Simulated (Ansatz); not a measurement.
**PtSe$_{2}$: one input, then a changed one**

The structure comes from a relaxation in the same program, started in the fluorite type, and has space group Fm-3m. Whether it is a known phase or the ground state wasn't checked.

First run: DFT, PBE, all-electron LAPW, scalar-relativistic (Ansatz 0.2.0).

Command: `ansatz run input.yaml --threads 1 --pin off --max-ram 4096MiB --backend cpu --events-out ev --progress --plain --runs-dir out` The run took 50 s on 1 thread of Arm Neoverse V2, with other jobs on the host, peak memory 0.51 GiB.

```yaml
crystal:
  lattice:
    - [0.0, 3.1452373649, 3.1452373649]
    - [3.1452373649, 0.0, 3.1452373649]
    - [3.1452373649, 3.1452373649, 0.0]
  atoms:
    - { symbol: Pt, position: [0.0, 0.0, 0.0] }
    - { symbol: Se, position: [0.25, 0.25, 0.25] }
    - { symbol: Se, position: [0.75, 0.75, 0.75] }
kpoints:
  mp_grid: { grid: [10, 10, 10] }
  band_path:
    path:
      - [0.0, 0.0, 0.0]
      - [0.5, 0.0, 0.5]
      - [0.625, 0.25, 0.625]
      - [0.375, 0.375, 0.75]
      - [0.0, 0.0, 0.0]
      - [0.5, 0.5, 0.5]
      - [0.5, 0.25, 0.75]
      - [0.5, 0.0, 0.5]
    npoints: 14
scf:
  occupations: { method: fermi_dirac, width: 0.05 }
hamiltonian:
  xc: pbe
  pseudopotentials: { kind: all_electron, lapw: { basis_error: 0.001 } }
output:
  forces: true
  stress: true
  eigenvalues: true
  populations: true
  dos: { projected: true, de: 0.2, e_range: [-14, 8] }
```

Result: converged; pressure 0.00 GPa; no gap on the k mesh; 8 SCF iterations.

Spin–orbit coupling is left out, though it moves levels of the heavy atoms by tenths of an eV or more.

A second run of a changed input logged this at its end:

```
Error: YAML parse error: `scf.occupations.method` is required: fixed only where the cell keeps a band gap throughout the run, explicit beside scf.occupations.values (under evaluate: without them), else a smearing such as fermi_dirac (scf.occupations.width is optional; its entry in the input reference gives the default)
```

Task: What was wrong with the input?

Result: No occupation method, by this change (others could give a like log):
```diff
@@ -22,5 +22,5 @@
     npoints: 14
 scf:
-  occupations: { method: fermi_dirac, width: 0.05 }
+  max_iter: 100
 hamiltonian:
   xc: pbe
@@ -31,4 +31,3 @@
   eigenvalues: true
   populations: true
-  dos: { projected: true, de: 0.2, e_range: [-14, 8] }
```
